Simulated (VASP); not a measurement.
# KBr in VASP: one cell, several levels of theory, part 1 of 2

Aim: gap, levels, forces and stress of KBr built on the rocksalt prototype, under -1.3 % strain along x alone at fixed geometry. Runs: PBE, r2SCAN. The results are then set beside those of Ansatz 0.2.0 for the same cell.

Program: VASP 6.6.1. PAW datasets, plane waves. Computed at 0 K without zero-point motion; spin polarisation is off.

### Step 1. The cell

The cell comes from an earlier relaxation with r2SCAN in another program, then strained, with the atoms relaxed again.

It is tetragonal, I4/mmm (No. 139); conventional cell a = 4.670 Å, c = 6.517 Å, 35.53 Å³ an atom. Around K lie 6 Br at 3.26–3.30 Å; around Br lie 6 K at 3.26–3.30 Å.

The structure in full:

```cif
data_structure
_symmetry_space_group_name_H-M 'P 1'
_symmetry_Int_Tables_number 1
_cell_length_a 4.6701
_cell_length_b 4.6391
_cell_length_c 4.6391
_cell_angle_alpha 60.442
_cell_angle_beta 59.779
_cell_angle_gamma 59.779
_cell_volume 71.06
loop_
_atom_site_label
_atom_site_type_symbol
_atom_site_fract_x
_atom_site_fract_y
_atom_site_fract_z
_atom_site_occupancy
K1 K 0.00000 0.00000 0.00000 1
Br1 Br 0.50000 0.50000 0.50000 1
```

### Step 2. PBE at this geometry

Input file INCAR:

```
ENCUT = 520.000000
SIGMA = 0.020000
EDIFF = 1.00e-07
GGA = PE
PREC = Accurate
IBRION = -1
ISIF = 2
ISMEAR = -1
NBANDS = 15
NELM = 120
NSW = 0
LASPH = .TRUE.
LCHARG = .FALSE.
LWAVE = .FALSE.
LREAL = .FALSE.
```

Input file KPOINTS:

```
KPOINTS created by Atomic Simulation Environment
0
Gamma
6 6 6
0 0 0
```

Input file KPOINTS_OPT:

```
special points
6
Reciprocal
0.0000000000 0.0000000000 0.0000000000 1
0.5000000000 0.0000000000 0.5000000000 1
0.6250000000 0.2500000000 0.6250000000 1
0.3750000000 0.3750000000 0.7500000000 1
0.5000000000 0.5000000000 0.5000000000 1
0.5000000000 0.2500000000 0.7500000000 1
```

Input file POSCAR:

```
K  Br
 1.0000000000000000
     0.0000000000000000    3.3022478200999998    3.3022478200999998
     3.2583279241000001    0.0000000000000000    3.3022478200999998
     3.2583279241000001    3.3022478200999998    0.0000000000000000
 K   Br
   1   1
Cartesian
  0.0000000000000000  0.0000000000000000  0.0000000000000000
  3.2583279240999996  3.3022478201000003  3.3022478201000007
```

The run uses the recommended PBE PAW datasets (16 valence electrons a neutral cell).

Command:

```bash
$ mpirun -np 1 vasp_std
```

Standard output, without the iteration lines:

```text
POSCAR found type information on POSCAR K Br
 POSCAR found :  2 types and       2 ions
 LDA part: xc-table for (Slater+PW92), standard interpolation
 POSCAR, INCAR and KPOINTS ok, starting setup
 FFT: planning ... GRIDC
 FFT: planning ... GRID_SOFT
 FFT: planning ... GRID
 WAVECAR not read
 entering main loop
 Start KPOINTS_OPT (optional k-point list driver)
k-point batch [1-6\6]
```

OSZICAR:

```text
N       E                     dE             d eps       ncg     rms          rms(c)
DAV:   1     0.960868049484E+02    0.96087E+02   -0.68526E+03   900   0.936E+02
DAV:   2    -0.304659384027E+00   -0.96391E+02   -0.89366E+02  1146   0.224E+02
DAV:   3    -0.615398250983E+01   -0.58493E+01   -0.58196E+01  1265   0.490E+01
DAV:   4    -0.637851040878E+01   -0.22453E+00   -0.22449E+00  1354   0.854E+00
DAV:   5    -0.638012654203E+01   -0.16161E-02   -0.16161E-02  1286   0.816E-01    0.318E+00
DAV:   6    -0.621068701938E+01    0.16944E+00   -0.21445E-01  1117   0.224E+00    0.232E+00
DAV:   7    -0.619989194319E+01    0.10795E-01   -0.10728E-01  1222   0.177E+00    0.104E+00
DAV:   8    -0.620866435458E+01   -0.87724E-02   -0.11687E-02  1041   0.794E-01    0.116E-01
DAV:   9    -0.620943260811E+01   -0.76825E-03   -0.79603E-04  1187   0.173E-01    0.760E-02
DAV:  10    -0.620971483068E+01   -0.28222E-03   -0.28153E-04   956   0.973E-02    0.114E-02
DAV:  11    -0.620973215763E+01   -0.17327E-04   -0.26996E-05  1140   0.300E-02    0.608E-03
DAV:  12    -0.620973375713E+01   -0.15995E-05   -0.40731E-06   977   0.134E-02    0.154E-03
DAV:  13    -0.620973385280E+01   -0.95671E-07   -0.10969E-07  1143   0.183E-03
   1 F= -.62097339E+01 E0= -.62097339E+01  d E =-.347671E-11
       N       E                     dE             ncg
DAV:   1     0.577162639715E+03   -0.27193E+04      180
DAV:   2    -0.824310273367E+01   -0.58541E+03      236
DAV:   3    -0.427308936003E+02   -0.34488E+02      250
DAV:   4    -0.442444575324E+02   -0.15136E+01      271
DAV:   5    -0.442547493642E+02   -0.10292E-01      250
DAV:   6    -0.442550081714E+02   -0.25881E-03      241
DAV:   7    -0.442550096693E+02   -0.14979E-05      258
DAV:   8    -0.442550096880E+02   -0.18623E-07      210
```

The lines after F= are the extra pass for the points of KPOINTS_OPT, at fixed density; their E is not a total energy.

From OUTCAR:

```text
k-points           NKPTS =     30   k-points in BZ     NKDIM =     30   number of bands    NBANDS=     15

   NELECT =      16.0000    total number of electrons

   dimension x,y,z NGX =    36 NGY =   36 NGZ =   36
   dimension x,y,z NGXF=    72 NGYF=   72 NGZF=   72

  energy-cutoff  :      520.00
  volume of cell :       71.06
      direct lattice vectors                 reciprocal lattice vectors
     0.000000000  3.302247820  3.302247820    -0.153452940  0.151412016  0.151412016
     3.258327924  0.000000000  3.302247820     0.153452940 -0.151412016  0.151412016
     3.258327924  3.302247820  0.000000000     0.153452940  0.151412016 -0.151412016

 k-points in reciprocal lattice and weights: KPOINTS created by Atomic Simulation Env
   0.00000000  0.00000000  0.00000000       0.005
   0.16666667  0.00000000  0.00000000       0.037
   0.33333333  0.00000000  0.00000000       0.037
   0.50000000  0.00000000  0.00000000       0.019
   0.16666667  0.16666667  0.00000000       0.019
   0.33333333  0.16666667  0.00000000       0.074
   0.50000000  0.16666667 -0.00000000       0.074
  -0.33333333  0.16666667 -0.00000000       0.074
[... 22 more k-points ...]

 E-fermi :  -1.2519

 k-point     1 :       0.0000    0.0000    0.0000
  band No.  band energies     occupation
      1     -29.4518      2.00000
      2     -14.0016      2.00000
      3     -12.9304      2.00000
      4     -12.9301      2.00000
      5     -12.9301      2.00000
      6      -1.6975      2.00000
      7      -1.6975      2.00000
      8      -1.6904      2.00000
      9       2.7690      0.00000
     10       5.8840      0.00000
     11       5.8840      0.00000
     12       5.9667      0.00000
     13       6.7109      0.00000
     14       6.7733      0.00000
     15       9.9374      0.00000

 k-point     2 :       0.1667    0.0000    0.0000
  band No.  band energies     occupation
      1     -29.4503      2.00000
      2     -14.0539      2.00000
      3     -12.9319      2.00000
      4     -12.9314      2.00000
      5     -12.8596      2.00000
      6      -2.0681      2.00000
      7      -1.7884      2.00000
      8      -1.7843      2.00000
      9       3.4319      0.00000
     10       5.7736      0.00000
     11       6.2150      0.00000
     12       6.2654      0.00000
     13       7.0728      0.00000
     14       7.1419      0.00000
     15      10.8331      0.00000

 k-point     3 :       0.3333    0.0000    0.0000
  band No.  band energies     occupation
      1     -29.4473      2.00000
      2     -14.1436      2.00000
      3     -12.9355      2.00000
      4     -12.9335      2.00000
      5     -12.7326      2.00000
      6      -2.6520      2.00000
      7      -1.9585      2.00000
      8      -1.9559      2.00000
      9       4.5372      0.00000
     10       6.0506      0.00000
     11       7.0980      0.00000
     12       7.1376      0.00000
     13       7.9847      0.00000
     14       8.0689      0.00000
     15       9.8612      0.00000

 k-point     4 :       0.5000    0.0000    0.0000
  band No.  band energies     occupation
      1     -29.4458      2.00000
      2     -14.1831      2.00000
      3     -12.9373      2.00000
      4     -12.9346      2.00000
      5     -12.6740      2.00000
      6      -2.8966      2.00000
      7      -2.0386      2.00000
      8      -2.0367      2.00000
      9       4.9194      0.00000
     10       6.5815      0.00000
     11       8.0971      0.00000
     12       8.1018      0.00000
     13       8.3597      0.00000
     14       8.4763      0.00000
     15       9.2982      0.00000

 k-point     5 :       0.1667    0.1667    0.0000
  band No.  band energies     occupation
      1     -29.4499      2.00000
      2     -14.0444      2.00000
      3     -12.9400      2.00000
      4     -12.9387      2.00000
      5     -12.8593      2.00000
      6      -2.1545      2.00000
      7      -1.7817      2.00000
      8      -1.7784      2.00000
      9       3.5749      0.00000
     10       5.2687      0.00000
     11       6.5703      0.00000
     12       6.6440      0.00000
     13       6.9541      0.00000
     14       7.4052      0.00000
     15      11.1084      0.00000

 k-point     6 :       0.3333    0.1667    0.0000
  band No.  band energies     occupation
      1     -29.4474      2.00000
      2     -14.0822      2.00000
      3     -12.9452      2.00000
      4     -12.9439      2.00000
      5     -12.8038      2.00000
      6      -2.5015      2.00000
      7      -1.9548      2.00000
      8      -1.9020      2.00000
      9       4.5196      0.00000
     10       5.1942      0.00000
     11       7.2896      0.00000
     12       7.3569      0.00000
     13       7.5932      0.00000
     14       7.9794      0.00000
     15       9.7910      0.00000

 k-point     7 :       0.5000    0.1667   -0.0000
  band No.  band energies     occupation
      1     -29.4454      2.00000
      2     -14.1245      2.00000
      3     -12.9545      2.00000
      4     -12.9432      2.00000
      5     -12.7401      2.00000
      6      -2.7373      2.00000
      7      -2.1220      2.00000
      8      -2.0226      2.00000
      9       5.1004      0.00000
     10       6.1516      0.00000
     11       7.6008      0.00000
     12       7.9012      0.00000
     13       8.2248      0.00000
     14       8.3996      0.00000
     15       9.3271      0.00000

 k-point     8 :      -0.3333    0.1667   -0.0000
  band No.  band energies     occupation
      1     -29.4459      2.00000
      2     -14.1322      2.00000
      3     -12.9607      2.00000
      4     -12.9354      2.00000
      5     -12.7279      2.00000
      6      -2.7081      2.00000
      7      -2.0841      2.00000
      8      -2.0283      2.00000
      9       5.0947      0.00000
     10       6.0548      0.00000
     11       7.3644      0.00000
     12       7.4068      0.00000
     13       7.9845      0.00000
     14       9.0129      0.00000
     15       9.4103      0.00000

[... the tables of k-points 9 to 30 left out ...]

  Total        0.5704699      0.3552853      0.3552853      0.0000000      0.0000000      0.0000000
  in kB       12.8617256      8.0102054      8.0102054      0.0000000      0.0000000      0.0000000
  external PRESSURE =       9.6273788 kB  Pullay stress =       0.0000000 kB

 POSITION                                       TOTAL-FORCE (eV/Angst)
 -----------------------------------------------------------------------------------
      0.00000      0.00000      0.00000         0.000000     -0.000000      0.000000
      3.25833      3.30225      3.30225        -0.000000      0.000000     -0.000000
 -----------------------------------------------------------------------------------
    total drift:                                0.000000      0.000000      0.000000

  FREE ENERGIE OF THE ION-ELECTRON SYSTEM (eV)
  ---------------------------------------------------
  free  energy   TOTEN  =        -6.2097338528 eV

  energy  without entropy=       -6.2097338528  energy(sigma->0) =       -6.20973385
```

Hardware: 1 MPI rank of Intel Xeon 6975P-C, shared host.

The levels at the points of KPOINTS_OPT are read from vasprun.xml.

Near the gap, in eV above the top of the last filled band v; c is the band after it:

| point | v−1 | v | c | c+1 |
| --- | --- | --- | --- | --- |
| Γ | -0.01 | 0.00 | 4.46 | 7.57 |
| X | -0.29 | -0.28 | 5.85 | 7.23 |
| U | -0.66 | -0.34 | 6.60 | 8.21 |
| K | -0.66 | -0.34 | 6.60 | 8.21 |
| L | -0.35 | -0.35 | 6.61 | 8.27 |
| W | -0.60 | -0.57 | 7.43 | 7.43 |

The PBE gap is 4.46 eV, direct at Γ. The pressure is 0.96 GPa; the forces vanish within 0.01 eV/Å.

(Continued in part 2 of 2.)
